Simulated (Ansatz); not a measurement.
Runs of Ansatz 0.2.0 on Al2Cu. Symmetry: P4/mmm, No. 123, tetragonal system. Conventional cell: a = 4.105 Å, b = 4.105 Å, c = 2.891 Å, α = 90.00°, β = 90.00°, γ = 90.00°. Around Cu (site symmetry 4/mmm) lie 8 Al at 2.51 Å. Al (site symmetry mmm) has 4 Cu at 2.51 Å as nearest neighbours. The cell comes from a database or a generator and needn't be the stable form of this composition.

```csv
task,level,cell,k mesh,cutoff (eV),points for each segment of the path,mesh quality,gap on the mesh (eV),pressure (GPa),relaxed volume (Å³/atom)
band structure,r2SCAN,as given,4 × 4 × 5,500,14,coarse,none,-2.2,-
relaxation of cell and atoms,PBEsol+D3(BJ),relaxed,7 × 7 × 9,420,-,not flagged,none,0.0,(b)
single point,PBEsol,as given,7 × 7 × 9,420,-,not flagged,none,(a),-
band structure,PBEsol,as given,4 × 4 × 5,420,14,coarse,none,-2.2,-
relaxation of cell and atoms,PBEsol+D4,relaxed,7 × 7 × 9,420,-,not flagged,none,0.0,15.51
band structure,LDA,as given,4 × 4 × 5,420,14,coarse,none,-4.9,-
relaxation of cell and atoms,PBEsol,relaxed,7 × 7 × 9,420,-,not flagged,none,0.0,15.84
relaxation of cell and atoms,PBEsol+D3(BJ)+ATM,relaxed,7 × 7 × 9,420,-,not flagged,none,0.0,15.36
```

Alike in all rows: potentials or basis Ansatz PAW; no spin polarisation; smearing fermi-dirac 0.05 eV.

Task: Fill in the values left out.

Result: (a) -2.4; (b) 15.28.

Caveats: some runs use coarse meshes; the PAW data sets come from PBE, with cores solved anew for the run's functional, which leaves a small shift of forces and pressure; the plane-wave basis is chosen anew once the cell has moved, so the energies of steps on either side of that aren't comparable (some runs); pairwise dispersion overbinds metals, which lowers pressure and volume (some runs).

A k mesh can miss the band edges.

A gap of «none» marks a metal or a gap under the smearing width.

Not every run made on this cell is shown here.
